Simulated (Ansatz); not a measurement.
# Preparing Al2O3 (R-3c) as a host crystal, part 2 of 3

Aim: the runs on the perfect crystal Al2O3 (R-3c) that a defect calculation needs first.

Ansatz 0.2.0; plane-wave PAW DFT, PBEsol; relaxation of the host's cell and atoms (the session's first sound run).

So far. Step 3 (Dielectric tensors of the host): The principal values of the electronic dielectric tensor are 3.26, 3.30 and 3.30. The principal values of the static dielectric tensor are 9.72, 9.72 and 11.81. The relaxed cell has a = 4.774, c = 13.015 Å (conventional setting).

**4. Primitive cell on a dense mesh**

A dense mesh gives the host's converged energy, against which the supercell's sampling is tested.

This step: plane-wave PAW DFT, PBEsol; single point of the host's primitive cell on a dense mesh (Ansatz 0.2.0).

The input, dense/input.yaml:

```yaml
crystal:
  lattice:
    - [2.3869337137, 1.3780968221, 4.3382690299]
    - [-2.3869337137, 1.3780968221, 4.3382690299]
    - [0.0, -2.7561936443, 4.3382690299]
  atoms:
    - { symbol: Al, position: [0.6479208861, 0.6479208861, 0.6479208861] }
    - { symbol: Al, position: [0.8520791139, 0.8520791139, 0.8520791139] }
    - { symbol: Al, position: [0.1479208861, 0.1479208861, 0.1479208861] }
    - { symbol: Al, position: [0.3520791139, 0.3520791139, 0.3520791139] }
    - { symbol: O, position: [0.4441402346, 0.0558597654, 0.75] }
    - { symbol: O, position: [0.9441402346, 0.25, 0.5558597654] }
    - { symbol: O, position: [0.0558597654, 0.75, 0.4441402346] }
    - { symbol: O, position: [0.75, 0.4441402346, 0.0558597654] }
    - { symbol: O, position: [0.25, 0.5558597654, 0.9441402346] }
    - { symbol: O, position: [0.5558597654, 0.9441402346, 0.25] }
basis:
  ecutwfc: 420
  xc_grid: 2
hamiltonian:
  xc: pbesol
kpoints:
  mp_grid: { grid: [7, 7, 7] }
scf:
  occupations: { method: fermi_dirac, width: 0.01 }
  max_iter: 80
```

Run with:

```bash
$ ansatz run input.yaml --threads 8 --pin off --max-ram 22609MiB --backend cpu --events-out ev --progress --plain --runs-dir out
```

Numbers of over 12 decimals in the logs are rounded to 6 here.

Log:

```text
[...]
Crystal: 10 atoms, lattice volume = 85.622 Å³
Basis set: ecut = 420 eV, 1653 PW (Γ), exchange–correlation on 72×72×72 points (8 copies of the dense FFT grid, shifted against one another)
Bands: 34, of which v1, the nominal top of the filled ones, is band 24 counted from 1 (23 counted from 0)
Symmetry: 12 space group operations
[...]
k-points: 44 of 343
[...]
SCF iter   1: F=—  HF=-5478.899335 eV  |F-HF|=—  |Δ(HF+E_count)|=         —  Δρ=1.61e-2  dr2=1.69e-1  ethr=1.77e-3  ⟨swp⟩=7.5  Hψ=7992  notcnv=0  defer=1
[...]
SCF iter   6: F=-5478.848243 eV  HF=-5478.848243 eV  |F-HF|=3.71e-9  |Δ(HF+E_count)|=   5.96e-8  Δρ=3.21e-6  dr2=1.17e-8  ethr=2.08e-10  ⟨swp⟩=2.0  Hψ=2684  notcnv=0
SCF 1 converged in 6 iterations: F = -5478.848243 eV  dr2 = 1.17e-8
[...]
SCF converged after 6 iterations
Free energy (F): -5478.848243 eV
[...]
Internal energy: -5478.848243 eV  (E = F + TS)
E sigma→0 (E₀):  -5478.848243 eV
Fermi energy:    10.557597 eV
[...]
```

Run time: 1.1 s. Hardware: 8 threads of Arm Neoverse V2, shared host; peak memory 0.47 GiB.

**5. Self-consistent run**

This step: plane-wave PAW DFT, PBEsol; single point of the defect-free supercell, a test of its k-points (Ansatz 0.2.0).

System of this step: Al2O3 (R-3c). The cell holds 80 atoms: 32 Al and 48 O. Its edges and angles: a = 10.280 Å, b = 10.280 Å, c = 10.280 Å, α = 55.3°, β = 55.3°, γ = 55.3°.

The input, pristine.sampling/input.yaml:

```yaml
crystal:
  lattice:
    - [4.7738674274, 2.7561936443, 8.6765380597]
    - [-4.7738674274, 2.7561936443, 8.6765380597]
    - [0.0, -5.5123872885, 8.6765380597]
  atoms:
    - { symbol: Al, position: [0.323960443, 0.323960443, 0.323960443] }
    - { symbol: Al, position: [0.426039557, 0.426039557, 0.426039557] }
    - { symbol: Al, position: [0.073960443, 0.073960443, 0.073960443] }
    - { symbol: Al, position: [0.176039557, 0.176039557, 0.176039557] }
    - { symbol: O, position: [0.2220701173, 0.0279298827, 0.375] }
    - { symbol: O, position: [0.4720701173, 0.125, 0.2779298827] }
    - { symbol: O, position: [0.0279298827, 0.375, 0.2220701173] }
    - { symbol: O, position: [0.375, 0.2220701173, 0.0279298827] }
    - { symbol: O, position: [0.125, 0.2779298827, 0.4720701173] }
    - { symbol: O, position: [0.2779298827, 0.4720701173, 0.125] }
    - { symbol: Al, position: [0.323960443, 0.323960443, 0.823960443] }
    - { symbol: Al, position: [0.426039557, 0.426039557, 0.926039557] }
    - { symbol: Al, position: [0.073960443, 0.073960443, 0.573960443] }
    - { symbol: Al, position: [0.176039557, 0.176039557, 0.676039557] }
    - { symbol: O, position: [0.2220701173, 0.0279298827, 0.875] }
    - { symbol: O, position: [0.4720701173, 0.125, 0.7779298827] }
    - { symbol: O, position: [0.0279298827, 0.375, 0.7220701173] }
    - { symbol: O, position: [0.375, 0.2220701173, 0.5279298827] }
    - { symbol: O, position: [0.125, 0.2779298827, 0.9720701173] }
    - { symbol: O, position: [0.2779298827, 0.4720701173, 0.625] }
    - { symbol: Al, position: [0.323960443, 0.823960443, 0.323960443] }
    - { symbol: Al, position: [0.426039557, 0.926039557, 0.426039557] }
    - { symbol: Al, position: [0.073960443, 0.573960443, 0.073960443] }
    - { symbol: Al, position: [0.176039557, 0.676039557, 0.176039557] }
    - { symbol: O, position: [0.2220701173, 0.5279298827, 0.375] }
    - { symbol: O, position: [0.4720701173, 0.625, 0.2779298827] }
    - { symbol: O, position: [0.0279298827, 0.875, 0.2220701173] }
    - { symbol: O, position: [0.375, 0.7220701173, 0.0279298827] }
    - { symbol: O, position: [0.125, 0.7779298827, 0.4720701173] }
    - { symbol: O, position: [0.2779298827, 0.9720701173, 0.125] }
    - { symbol: Al, position: [0.323960443, 0.823960443, 0.823960443] }
    - { symbol: Al, position: [0.426039557, 0.926039557, 0.926039557] }
    - { symbol: Al, position: [0.073960443, 0.573960443, 0.573960443] }
    - { symbol: Al, position: [0.176039557, 0.676039557, 0.676039557] }
    - { symbol: O, position: [0.2220701173, 0.5279298827, 0.875] }
    - { symbol: O, position: [0.4720701173, 0.625, 0.7779298827] }
    - { symbol: O, position: [0.0279298827, 0.875, 0.7220701173] }
    - { symbol: O, position: [0.375, 0.7220701173, 0.5279298827] }
    - { symbol: O, position: [0.125, 0.7779298827, 0.9720701173] }
    - { symbol: O, position: [0.2779298827, 0.9720701173, 0.625] }
    - { symbol: Al, position: [0.823960443, 0.323960443, 0.323960443] }
    - { symbol: Al, position: [0.926039557, 0.426039557, 0.426039557] }
    - { symbol: Al, position: [0.573960443, 0.073960443, 0.073960443] }
    - { symbol: Al, position: [0.676039557, 0.176039557, 0.176039557] }
    - { symbol: O, position: [0.7220701173, 0.0279298827, 0.375] }
    - { symbol: O, position: [0.9720701173, 0.125, 0.2779298827] }
    - { symbol: O, position: [0.5279298827, 0.375, 0.2220701173] }
    - { symbol: O, position: [0.875, 0.2220701173, 0.0279298827] }
    - { symbol: O, position: [0.625, 0.2779298827, 0.4720701173] }
    - { symbol: O, position: [0.7779298827, 0.4720701173, 0.125] }
    - { symbol: Al, position: [0.823960443, 0.323960443, 0.823960443] }
    - { symbol: Al, position: [0.926039557, 0.426039557, 0.926039557] }
    - { symbol: Al, position: [0.573960443, 0.073960443, 0.573960443] }
    - { symbol: Al, position: [0.676039557, 0.176039557, 0.676039557] }
    - { symbol: O, position: [0.7220701173, 0.0279298827, 0.875] }
    - { symbol: O, position: [0.9720701173, 0.125, 0.7779298827] }
    - { symbol: O, position: [0.5279298827, 0.375, 0.7220701173] }
    - { symbol: O, position: [0.875, 0.2220701173, 0.5279298827] }
    - { symbol: O, position: [0.625, 0.2779298827, 0.9720701173] }
    - { symbol: O, position: [0.7779298827, 0.4720701173, 0.625] }
    - { symbol: Al, position: [0.823960443, 0.823960443, 0.323960443] }
    - { symbol: Al, position: [0.926039557, 0.926039557, 0.426039557] }
    - { symbol: Al, position: [0.573960443, 0.573960443, 0.073960443] }
    - { symbol: Al, position: [0.676039557, 0.676039557, 0.176039557] }
    - { symbol: O, position: [0.7220701173, 0.5279298827, 0.375] }
    - { symbol: O, position: [0.9720701173, 0.625, 0.2779298827] }
    - { symbol: O, position: [0.5279298827, 0.875, 0.2220701173] }
    - { symbol: O, position: [0.875, 0.7220701173, 0.0279298827] }
    - { symbol: O, position: [0.625, 0.7779298827, 0.4720701173] }
    - { symbol: O, position: [0.7779298827, 0.9720701173, 0.125] }
    - { symbol: Al, position: [0.823960443, 0.823960443, 0.823960443] }
    - { symbol: Al, position: [0.926039557, 0.926039557, 0.926039557] }
    - { symbol: Al, position: [0.573960443, 0.573960443, 0.573960443] }
    - { symbol: Al, position: [0.676039557, 0.676039557, 0.676039557] }
    - { symbol: O, position: [0.7220701173, 0.5279298827, 0.875] }
    - { symbol: O, position: [0.9720701173, 0.625, 0.7779298827] }
    - { symbol: O, position: [0.5279298827, 0.875, 0.7220701173] }
    - { symbol: O, position: [0.875, 0.7220701173, 0.5279298827] }
    - { symbol: O, position: [0.625, 0.7779298827, 0.9720701173] }
    - { symbol: O, position: [0.7779298827, 0.9720701173, 0.625] }
basis:
  ecutwfc: 420
  xc_grid: 2
hamiltonian:
  xc: pbesol
kpoints:
  mp_grid: { grid: [1, 1, 1], shift: [0.25, 0.25, 0.25] }
scf:
  occupations: { method: fermi_dirac, width: 0.01 }
  max_iter: 80
```

Log:

```text
[...]
Crystal: 80 atoms, lattice volume = 684.980 Å³
Basis set: ecut = 420 eV, 13367 PW (Γ), exchange–correlation on 144×144×144 points (8 copies of the dense FFT grid, shifted against one another)
Bands: 272, of which v1, the nominal top of the filled ones, is band 192 counted from 1 (191 counted from 0)
Symmetry: 96 space group operations
[...]
k-points: 1
[...]
SCF iter   1: F=—  HF=-43830.857762 eV  |F-HF|=—  |Δ(HF+E_count)|=         —  Δρ=1.57e-2  dr2=1.27e0  ethr=1.77e-3  ⟨swp⟩=7.0  Hψ=1299  notcnv=0  defer=13
[...]
SCF iter   6: F=-43830.467178 eV  HF=-43830.467178 eV  |F-HF|=1.68e-8  |Δ(HF+E_count)|=   5.20e-7  Δρ=5.30e-6  dr2=1.77e-7  ethr=1.78e-10  ⟨swp⟩=2.0  Hψ=418  notcnv=0
SCF 1 converged in 6 iterations: F = -43830.467178 eV  dr2 = 1.77e-7
[...]
SCF converged after 6 iterations
Free energy (F): -43830.467178 eV
[...]
Internal energy: -43830.467178 eV  (E = F + TS)
E sigma→0 (E₀):  -43830.467178 eV
Fermi energy:    10.686522 eV
[...]
```

Elapsed: 4.2 s, on 8 threads; peak memory 1.4 GiB.

This step gave:

* energy over dense mesh: 0.003985 eV/atom

**6. Defect free supercell relaxed from its symmetric sites**

This cell, the one that will hold the defects, is built from the relaxed host. Its coarser k-points can move the atoms a little, so it is relaxed from the symmetric sites, as the reference for the test of stability.

This step: plane-wave PAW DFT, PBEsol; relaxation of the defect-free supercell from its symmetric sites (Ansatz 0.2.0).

pristine.symmetric/input.yaml, as its differences from pristine.sampling/input.yaml of step 5:

```diff
@@ -96 +96,12 @@
   max_iter: 80
+output:
+  forces: true
+relax:
+  f_tol: 0.01
+  max_steps: 60
+  escape_saddle: false
+checkpoint:
+  write: "../pristine.symmetric.run"
+  compress: false
+  write_wavefunctions: false
+  write_every: 100000
```

Log:

```text
[...]
Crystal: 80 atoms, lattice volume = 684.980 Å³
Basis set: ecut = 420 eV, 13367 PW (Γ), exchange–correlation on 144×144×144 points (8 copies of the dense FFT grid, shifted against one another)
Bands: 272, of which v1, the nominal top of the filled ones, is band 192 counted from 1 (191 counted from 0)
Symmetry: 96 space group operations
[...]
k-points: 1
[...]
SCF iter   1: F=—  HF=-43830.857762 eV  |F-HF|=—  |Δ(HF+E_count)|=         —  Δρ=1.57e-2  dr2=1.27e0  ethr=1.77e-3  ⟨swp⟩=7.0  Hψ=1299  notcnv=0  defer=13
[...]
SCF iter   6: F=-43830.467178 eV  HF=-43830.467178 eV  |F-HF|=1.86e-8  |Δ(HF+E_count)|=   5.18e-7  Δρ=5.24e-6  dr2=1.64e-7  ethr=4.99e-10  ⟨swp⟩=2.0  Hψ=692  notcnv=0
SCF 1 converged in 6 iterations: F = -43830.467178 eV  dr2 = 1.64e-7
[...]
relax step   1: F+E_penalty+E_count = -43830.46717765 eV  Δ(F+E_penalty+E_count) = +0.000e0 eV  max|allowed force component| = 9.058e-3 eV/Å  Δτ_max = 0.0000 Å  (6 SCF iters, dr2 threshold 2.50e-6 eV, accepted)
[...]
SCF iter   2: F=-43830.467178 eV  HF=-43830.467178 eV  |F-HF|=1.26e-8  |Δ(HF+E_count)|=   7.74e-5  Δρ=2.86e-6  dr2=6.83e-8  ethr=2.60e-11  ⟨swp⟩=2.0  Hψ=801  notcnv=0
SCF 2 converged in 2 iterations: F = -43830.467178 eV  dr2 = 6.83e-8
relax step   2: F+E_penalty+E_count = -43830.46717766 eV  Δ(F+E_penalty+E_count) = -1.135e-8 eV  max|allowed force component| = 9.061e-3 eV/Å  Δτ_max = 0.0000 Å  (2 SCF iters, accepted)
SCF converged after 2 iterations
Free energy (F): -43830.467178 eV
[...]
Internal energy: -43830.467178 eV  (E = F + TS)
E sigma→0 (E₀):  -43830.467178 eV
Fermi energy:    10.686504 eV
[...]
--- Forces (eV/Å), atoms counted from 1 ---
  atom   1  Al     0.00000000    -0.00000000    -0.00379128
  atom   2  Al     0.00000000     0.00000000     0.00379128
  atom   3  Al    -0.00000000    -0.00000000    -0.00379128
  atom   4  Al    -0.00000000     0.00000000     0.00379128
  atom   5  O     -0.00906056    -0.00000000    -0.00000000
  atom   6  O     -0.00453028    -0.00784668     0.00000000
  atom   7  O      0.00453028     0.00784668    -0.00000000
  atom   8  O      0.00453028    -0.00784668     0.00000000
  atom   9  O     -0.00453028     0.00784668    -0.00000000
  atom  10  O      0.00906056     0.00000000     0.00000000
  atom  11  Al     0.00000000    -0.00000000    -0.00379128
  atom  12  Al     0.00000000     0.00000000     0.00379128
  atom  13  Al    -0.00000000    -0.00000000    -0.00379128
  atom  14  Al    -0.00000000     0.00000000     0.00379128
  atom  15  O     -0.00906056    -0.00000000    -0.00000000
  atom  16  O     -0.00453028    -0.00784668     0.00000000
  atom  17  O      0.00453028     0.00784668    -0.00000000
  atom  18  O      0.00453028    -0.00784668     0.00000000
  atom  19  O     -0.00453028     0.00784668    -0.00000000
  atom  20  O      0.00906056     0.00000000     0.00000000
  atom  21  Al     0.00000000    -0.00000000    -0.00379128
  atom  22  Al     0.00000000     0.00000000     0.00379128
  atom  23  Al    -0.00000000    -0.00000000    -0.00379128
  atom  24  Al    -0.00000000     0.00000000     0.00379128
  atom  25  O     -0.00906056    -0.00000000    -0.00000000
  atom  26  O     -0.00453028    -0.00784668     0.00000000
  atom  27  O      0.00453028     0.00784668    -0.00000000
  atom  28  O      0.00453028    -0.00784668     0.00000000
  atom  29  O     -0.00453028     0.00784668    -0.00000000
  atom  30  O      0.00906056     0.00000000     0.00000000
  atom  31  Al     0.00000000    -0.00000000    -0.00379128
  atom  32  Al     0.00000000     0.00000000     0.00379128
  atom  33  Al    -0.00000000    -0.00000000    -0.00379128
  atom  34  Al    -0.00000000     0.00000000     0.00379128
  atom  35  O     -0.00906056    -0.00000000    -0.00000000
  atom  36  O     -0.00453028    -0.00784668     0.00000000
  atom  37  O      0.00453028     0.00784668    -0.00000000
  atom  38  O      0.00453028    -0.00784668     0.00000000
  atom  39  O     -0.00453028     0.00784668    -0.00000000
  atom  40  O      0.00906056     0.00000000     0.00000000
[...]
atom  69  O     -0.00453028     0.00784668    -0.00000000
  atom  70  O      0.00906056     0.00000000     0.00000000
  atom  71  Al     0.00000000    -0.00000000    -0.00379128
  atom  72  Al     0.00000000     0.00000000     0.00379128
  atom  73  Al    -0.00000000    -0.00000000    -0.00379128
  atom  74  Al    -0.00000000     0.00000000     0.00379128
  atom  75  O     -0.00906056    -0.00000000    -0.00000000
  atom  76  O     -0.00453028    -0.00784668     0.00000000
  atom  77  O      0.00453028     0.00784668    -0.00000000
  atom  78  O      0.00453028    -0.00784668     0.00000000
  atom  79  O     -0.00453028     0.00784668    -0.00000000
  atom  80  O      0.00906056     0.00000000     0.00000000
  max |Σ_I F_I| component: 6.94e-17 eV/Å
--- Relaxed structure (2 steps of the walk, 2 accepted, 0 SCFs on fresh bases) ---
  F+E_penalty+E_count = -43830.46717766 eV   max|allowed force component| = 9.061e-3 eV/Å
  atoms:
    - { symbol: Al, position: [0.323960443, 0.323960443, 0.323960] }
    - { symbol: Al, position: [0.426039557, 0.426039557, 0.426040] }
    - { symbol: Al, position: [0.073960443, 0.073960443, 0.073960] }
    - { symbol: Al, position: [0.176040, 0.176040, 0.176040] }
    - { symbol: O, position: [0.2220701173, 0.027930, 0.375000] }
    - { symbol: O, position: [0.472070, 0.125, 0.277930] }
    - { symbol: O, position: [0.027930, 0.375, 0.222070] }
    - { symbol: O, position: [0.375, 0.222070, 0.027930] }
    - { symbol: O, position: [0.125, 0.277930, 0.472070] }
    - { symbol: O, position: [0.277930, 0.472070, 0.125] }
    - { symbol: Al, position: [0.323960, 0.323960, 0.823960443] }
    - { symbol: Al, position: [0.426040, 0.426040, 0.926040] }
    - { symbol: Al, position: [0.073960, 0.073960, 0.573960443] }
    - { symbol: Al, position: [0.176039557, 0.176039557, 0.676039557] }
    - { symbol: O, position: [0.222070, 0.027930, 0.875] }
    - { symbol: O, position: [0.472070, 0.125, 0.7779298827] }
    - { symbol: O, position: [0.027930, 0.375000, 0.722070] }
    - { symbol: O, position: [0.375000, 0.222070, 0.527930] }
    - { symbol: O, position: [0.125000, 0.277930, 0.972070] }
    - { symbol: O, position: [0.277930, 0.472070, 0.625] }
    - { symbol: Al, position: [0.323960, 0.823960443, 0.323960] }
    - { symbol: Al, position: [0.426039557, 0.926039557, 0.426040] }
    - { symbol: Al, position: [0.073960, 0.573960443, 0.073960] }
    - { symbol: Al, position: [0.176039557, 0.676039557, 0.176040] }
    - { symbol: O, position: [0.222070, 0.5279298827, 0.375000] }
    - { symbol: O, position: [0.472070, 0.625, 0.277930] }
    - { symbol: O, position: [0.027930, 0.875000, 0.222070] }
    - { symbol: O, position: [0.375, 0.7220701173, 0.027930] }
    - { symbol: O, position: [0.125000, 0.777930, 0.472070] }
    - { symbol: O, position: [0.2779298827, 0.972070, 0.125] }
    - { symbol: Al, position: [0.323960, 0.823960443, 0.823960443] }
    - { symbol: Al, position: [0.426040, 0.926040, 0.926040] }
    - { symbol: Al, position: [0.073960, 0.573960443, 0.573960443] }
    - { symbol: Al, position: [0.176040, 0.676040, 0.676040] }
    - { symbol: O, position: [0.222070, 0.5279298827, 0.875] }
    - { symbol: O, position: [0.4720701173, 0.625, 0.7779298827] }
    - { symbol: O, position: [0.027930, 0.875000, 0.722070] }
    - { symbol: O, position: [0.375, 0.7220701173, 0.527930] }
    - { symbol: O, position: [0.125000, 0.777930, 0.972070] }
    - { symbol: O, position: [0.277930, 0.972070, 0.625] }
    - { symbol: Al, position: [0.823960443, 0.323960, 0.323960] }
    - { symbol: Al, position: [0.926039557, 0.426039557, 0.426040] }
    - { symbol: Al, position: [0.573960443, 0.073960, 0.073960] }
    - { symbol: Al, position: [0.676039557, 0.176039557, 0.176040] }
    - { symbol: O, position: [0.7220701173, 0.027930, 0.375000] }
    - { symbol: O, position: [0.972070, 0.125000, 0.2779298827] }
    - { symbol: O, position: [0.5279298827, 0.375, 0.222070] }
    - { symbol: O, position: [0.875000, 0.222070, 0.027930] }
    - { symbol: O, position: [0.625, 0.277930, 0.472070] }
    - { symbol: O, position: [0.777930, 0.472070, 0.125] }
    - { symbol: Al, position: [0.823960443, 0.323960, 0.823960443] }
    - { symbol: Al, position: [0.926040, 0.426040, 0.926040] }
    - { symbol: Al, position: [0.573960443, 0.073960, 0.573960443] }
    - { symbol: Al, position: [0.676040, 0.176040, 0.676040] }
    - { symbol: O, position: [0.7220701173, 0.027930, 0.875000] }
    - { symbol: O, position: [0.9720701173, 0.125000, 0.777930] }
    - { symbol: O, position: [0.5279298827, 0.375, 0.722070] }
    - { symbol: O, position: [0.875000, 0.222070, 0.5279298827] }
    - { symbol: O, position: [0.625, 0.277930, 0.972070] }
    - { symbol: O, position: [0.7779298827, 0.472070, 0.625000] }
    - { symbol: Al, position: [0.823960443, 0.823960443, 0.323960] }
    - { symbol: Al, position: [0.926039557, 0.926039557, 0.426040] }
    - { symbol: Al, position: [0.573960, 0.573960, 0.073960] }
    - { symbol: Al, position: [0.676039557, 0.676039557, 0.176040] }
    - { symbol: O, position: [0.7220701173, 0.5279298827, 0.375000] }
    - { symbol: O, position: [0.9720701173, 0.625, 0.2779298827] }
    - { symbol: O, position: [0.5279298827, 0.875000, 0.222070] }
    - { symbol: O, position: [0.875000, 0.722070, 0.027930] }
    - { symbol: O, position: [0.625000, 0.777930, 0.472070] }
    - { symbol: O, position: [0.777930, 0.972070, 0.125000] }
    - { symbol: Al, position: [0.823960443, 0.823960443, 0.823960] }
    - { symbol: Al, position: [0.926039557, 0.926039557, 0.926040] }
    - { symbol: Al, position: [0.573960443, 0.573960443, 0.573960443] }
    - { symbol: Al, position: [0.676039557, 0.676039557, 0.676040] }
    - { symbol: O, position: [0.722070, 0.527930, 0.875] }
    - { symbol: O, position: [0.9720701173, 0.625, 0.777930] }
    - { symbol: O, position: [0.5279298827, 0.875000, 0.722070] }
    - { symbol: O, position: [0.875000, 0.722070, 0.527930] }
    - { symbol: O, position: [0.625000, 0.777930, 0.972070] }
    - { symbol: O, position: [0.777930, 0.972070, 0.625000] }
```

Run time: 7.9 s. Hardware: 8 threads; peak memory 1.4 GiB.

No atom moved by 0.005 Å in the relaxation.

(Continued in part 3 of 3.)

[Logs are printed without paths, hosts, clocks, repeated set-up lines and the standing remarks that a program may print on its own settings, such as how far it seeks lower states.]

[Hosts, paths, dates, database ids (printed as entryN), source tags and the programs' standing remarks are cut or masked in the printed files.]

[Runs of the host that timed out are not shown.]

[For some hosts the program warned that the k-mesh of the response run may be too coarse for force constants and the static dielectric constant; such warnings are not always shown.]
